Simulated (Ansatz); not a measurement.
# In2Se: the cost of one run

Computed with Ansatz 0.2.0 (DFT PBE, scalar-relativistic, plane waves, PAW, unless a step's input says otherwise).

**1. The starting structure**

It takes space group P-6m2 (No. 187, hexagonal). The conventional cell has a = 2.841 Å, b = 2.841 Å, c = 15.125 Å, α = 90.00°, β = 90.00°, γ = 120.00°. In (site symmetry 3m) has 3 Se at 2.15 Å as nearest neighbours. Around Se (site symmetry -6m2) lie 6 In at 2.15 Å.

Structure file:

```cif
data_structure
_symmetry_space_group_name_H-M 'P-6m2'
_symmetry_Int_Tables_number 187
_cell_length_a 2.8407
_cell_length_b 2.8407
_cell_length_c 15.1250
_cell_angle_alpha 90.000
_cell_angle_beta 90.000
_cell_angle_gamma 120.000
_cell_volume 105.70
loop_
_atom_site_label
_atom_site_type_symbol
_atom_site_symmetry_multiplicity
_atom_site_Wyckoff_symbol
_atom_site_fract_x
_atom_site_fract_y
_atom_site_fract_z
_atom_site_occupancy
In1 In 2 h 0.33333 0.66667 0.90800 1
Se1 Se 1 a 0.00000 0.00000 0.00000 1
```

The cell is invented: species swapped into a database cell of WS2 (P-6m2, No. 187), with Se on the W sites and In on the S sites. Lengths come from tabulated atomic sizes and are only a guess.

**2. A first look at the guess**

input.yaml reads:

```yaml
crystal:
  lattice:
    - [2.84065946, 0.0, 0.0]
    - [-1.42032973, 2.46008325, 0.0]
    - [0.0, 0.0, 15.12504346]
  atoms:
    - { symbol: In, position: [0.66666667, 0.33333333, 0.90799952] }
    - { symbol: In, position: [0.66666667, 0.33333333, 0.09200048] }
    - { symbol: Se, position: [0.33333333, 0.66666667, 0.0] }
basis:
  ecutwfc: 420
kpoints:
  mp_grid: { grid: [6, 6, 1] }
hamiltonian:
  xc: pbe
scf:
  occupations: { method: gaussian, width: 0.1 }
  lower_state_search: "off"
output:
  forces: true
  stress: true
  eigenvalues: true
```

Run with:

```console
> ansatz run input.yaml --threads 1 --pin off --max-ram 2048MiB --backend cpu --events-out ev --progress --plain --runs-dir out
```

**Question.** How long does this run take on 1 thread of Arm Neoverse V2, shared host, and how much memory does it need?

About 2 s, with a peak of 0.31 GiB.
